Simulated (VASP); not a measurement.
Write the native input for VASP 6.6.1 that does the following.

| Item | Value |
| --- | --- |
| Task | electron localisation function |
| Functional | PBE |
| Potentials or basis | VASP PAW PBE potentials, release 64 (Al, O) |
| Cutoff | 520 eV |
| k mesh | 5 × 5 × 5 |
| Occupations | gaussian, width 0.02 eV |
| Spin | no spin polarisation |
| Further INCAR settings | ALGO = Normal; EDIFF = 1e-07 |

The structure of Al2O3 (Corundum) lies in POSCAR:

```
Al2O3
1.0
    2.3802500000      1.3742379782      4.3318666667
   -2.3802500000      1.3742379782      4.3318666667
    0.0000000000     -2.7484759565      4.3318666667
Al O
4 6
Direct
    0.8521600000      0.8521600000      0.8521600000
    0.6478400000      0.6478400000      0.6478400000
    0.1478400000      0.1478400000      0.1478400000
    0.3521600000      0.3521600000      0.3521600000
    0.0566800000      0.7500000000      0.4433200000
    0.7500000000      0.4433200000      0.0566800000
    0.4433200000      0.0566800000      0.7500000000
    0.9433200000      0.2500000000      0.5566800000
    0.2500000000      0.5566800000      0.9433200000
    0.5566800000      0.9433200000      0.2500000000
```

These files were run (other wordings do the same):

INCAR

```
  PREC = Accurate
  ENCUT = 520
  EDIFF = 1E-7
  ISMEAR = 0
  SIGMA = 0.02
  LREAL = F
  LASPH = T
  NELM = 60
  ALGO = Normal
  ISIF = 2
  LWAVE = F
  LCHARG = T
  GGA = PE
  LELF = T
```

KPOINTS

```
Automatic mesh
0
Gamma
  5 5 5
```

Potentials or basis: VASP PAW PBE potentials, release 64 (Al, O).

Run with:

```bash
$ cat potpaw_PBE.64/Al/POTCAR potpaw_PBE.64/O/POTCAR > POTCAR
$ mpirun -np 1 vasp_std > vasp.out
```

It gave:

```json
{
  "Pressure": "7.2 GPa",
  "Largest force": "0.027 eV/Å",
  "Band gap on the k mesh": "6.22 eV, direct"
}
```

Run time: 26 s on 1 thread of Intel(R) Xeon(R) 6975P-C (Granite Rapids), with other jobs on the host, peak memory 0.24 GiB.
